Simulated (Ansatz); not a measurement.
The cell is AlN (4H polytype); cell and atoms were relaxed with r2SCAN. Space group P6_3mc (No. 186), hexagonal; conventional cell a = 3.097 Å, c = 10.034 Å, 10.42 Å³ an atom. Al has 4 N at 1.89–1.90 Å; Al has 4 N at 1.89 Å; N has 4 Al at 1.89–1.90 Å; N has 4 Al at 1.89 Å.

```cif
data_structure
_symmetry_space_group_name_H-M 'P6_3mc'
_symmetry_Int_Tables_number 186
_cell_length_a 3.0972
_cell_length_b 3.0972
_cell_length_c 10.0339
_cell_angle_alpha 90.000
_cell_angle_beta 90.000
_cell_angle_gamma 120.000
_cell_volume 83.35
loop_
_atom_site_label
_atom_site_type_symbol
_atom_site_symmetry_multiplicity
_atom_site_Wyckoff_symbol
_atom_site_fract_x
_atom_site_fract_y
_atom_site_fract_z
_atom_site_occupancy
Al1 Al 2 a 0.00000 0.00000 0.99873 1
Al2 Al 2 b 0.33333 0.66667 0.24984 1
N1 N 2 a 0.00000 0.00000 0.18821 1
N2 N 2 b 0.33333 0.66667 0.43822 1
```

The questions ask for values computed with the PAW code Ansatz on this geometry. These are computed values for a spin-unpolarised cell that may be hypothetical; none is a measurement.

Given (12×12×4 mesh): With LDA the valence top lies at Γ and the conduction bottom at M, 3.95 eV higher; the smallest vertical gap, at Γ, is 4.24 eV.

Question: Estimate the gap with PBE on 12×12×4.

Answer: PBE gives an indirect gap of 4.04 eV, from Γ to M; the least direct gap is 4.20 eV at Γ. The gap differs by +0.09 eV from LDA's.

Question: What does r2SCAN give for the gap (12×12×4 mesh)?

Answer: The r2SCAN gap is indirect, 4.67 eV (Γ to M), below the direct gap of 4.86 eV at Γ. The gap differs by +0.72 eV from LDA's.

Question: How does the gap change from LDA to DDH-PBE0 (6×6×2)?

Answer: The DDH-PBE0 gap is indirect, 5.80 eV (Γ to M), below the direct gap of 6.03 eV at Γ. The share of exact exchange is 0.219. The gap differs by +1.85 eV from LDA's.

Question: How does the gap change from LDA to PBE0 (6×6×2)?

Answer: PBE0 gives an indirect gap of 6.04 eV, from Γ to M; the least direct gap is 6.30 eV at Γ. The gap differs by +2.09 eV from LDA's.

Question: Roughly how does the cost of the DDH-PBE0 run (6×6×2) compare with r2SCAN's (12×12×4)?

Answer: About 8 times as much (4 core-minutes against 26 core-seconds, on 4 threads of Arm Neoverse V1 (shared host)).

Question: How strongly does the crystal screen a field with clamped ions (PBE)?

Answer: ε∞: 4.52 along x and y, 4.64 along z. Born charges, averaged over directions: Al +2.53 to +2.59, N -2.56 e.

Question: Relaxed again with PBEsol, is the cell stable at the zone centre, and where do its optical modes lie?

Answer: The zone-centre optical frequencies run from 162 to 824 cm⁻¹, none imaginary (the rest of the zone wasn't tested). With the long-range field the highest mode reaches 887 cm⁻¹. The program warns that the force constants, and all that is formed from them, aren't settled on this k mesh.

The meshes of the hybrids are coarse, so their gaps aren't converged to the digits shown.

Set aside, since their points miss a band edge that the other levels read or their mesh is too coarse: LC-ωPBE.
